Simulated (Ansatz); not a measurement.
## CoSi2 in Ansatz: the effect of functional

The system is CoSi2.

```
CELL_PARAMETERS angstrom
0.00000 2.67800 2.67800
2.67800 0.00000 2.67800
2.67800 2.67800 0.00000
ATOMIC_POSITIONS crystal
Co 0.00000 0.00000 0.00000
Si 0.75000 0.75000 0.75000
Si 0.25000 0.25000 0.25000
```

Alike in all runs:

| Item | Value |
| --- | --- |
| Program | Ansatz 0.2.0 |
| Task | equation of state |
| Potentials or basis | Ansatz PAW |
| k mesh | 9 × 9 × 9 |
| Occupations | fermi-dirac, width 0.05 eV |
| Spin | collinear spin, ferromagnetic start |
| Starting moments | [2.0, 0.0, 0.0] μB |

| functional | cutoff | V0 of scaled cells (Å³/atom) | B0 (GPa) |
| --- | --- | --- | --- |
| LDA | 420 eV | ? | ? |
| PBEsol | 420 eV | 12.50 | 194 |
| r2SCAN | 500 eV | 12.52 | 196 |

Task: What does the run with functional LDA give?

Result: V0 of scaled cells 12.23 Å³/atom; B0 203 GPa.

Caveats: the magnetic or orbital state may not be the lowest (some runs); the PAW data sets were made with another functional, which shifts forces and pressure a little (some runs).
